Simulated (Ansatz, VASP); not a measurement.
This is a calculation of ZnS for Ansatz 0.2.0. 

input.yaml

```yaml
crystal:
  lattice:
    - [0.0, 2.702, 2.702]
    - [2.702, 0.0, 2.702]
    - [2.702, 2.702, 0.0]
  atoms:
    - { symbol: Zn, position: [0.75, 0.75, 0.75] }
    - { symbol: S, position: [0.0, 0.0, 0.0] }
kpoints:
  mp_grid: { grid: [9, 9, 9] }
scf:
  occupations: { method: gaussian, width: 0.018 }
hamiltonian:
  xc: pbe
  pseudopotentials: { kind: all_electron, lapw: { basis_error: 0.001 } }
output:
  forces: true
  stress: true
  eigenvalues: true
```

Potentials or basis: all-electron LAPW, scalar-relativistic.

Command:

```console
$ ansatz run input.yaml --threads 1 --pin off --max-ram 3072MiB --backend cpu --events-out ev --progress --plain --runs-dir out
```

**Question.** Set up the same calculation for VASP 6.6.1. Potentials or basis there: PBE PAW files S, Zn, 520 eV.

**Answer.** As run (cutoffs and basis follow the program's own potentials, and thresholds, step limits or extra output files can differ):

INCAR

```
ALGO = Normal
EDIFF = 1E-6
ENCUT = 520
GGA = PE
ISIF = 2
ISMEAR = 0
LASPH = True
LCHARG = True
LELF = True
LREAL = False
LVHAR = True
LWAVE = False
NELM = 60
PREC = Accurate
SIGMA = 0.018000000000000002
```

File KPOINTS:

```
k-points
0
Gamma
  9 9 9
```

The input POSCAR:

```
ZnS
1.0
    0.0000000000      2.7020000000      2.7020000000
    2.7020000000      0.0000000000      2.7020000000
    2.7020000000      2.7020000000      0.0000000000
Zn S
1 1
Direct
    0.7500000000      0.7500000000      0.7500000000
    0.0000000000      0.0000000000      0.0000000000
```

Potentials or basis: VASP PAW PBE potentials, release 64 (Zn, S).

The run is started by

```console
$ cat potpaw_PBE.64/Zn/POTCAR potpaw_PBE.64/S/POTCAR > POTCAR
$ mpirun -np 1 vasp_std > vasp.out
```

Both were run:

|  | Ansatz | VASP |
| --- | --- | --- |
| Pressure | 1.6 GPa | 1.8 GPa |

Where Ansatz's input types no cutoff or centring, it takes its own default and a Γ-centred mesh.

Pressure is positive in compression.
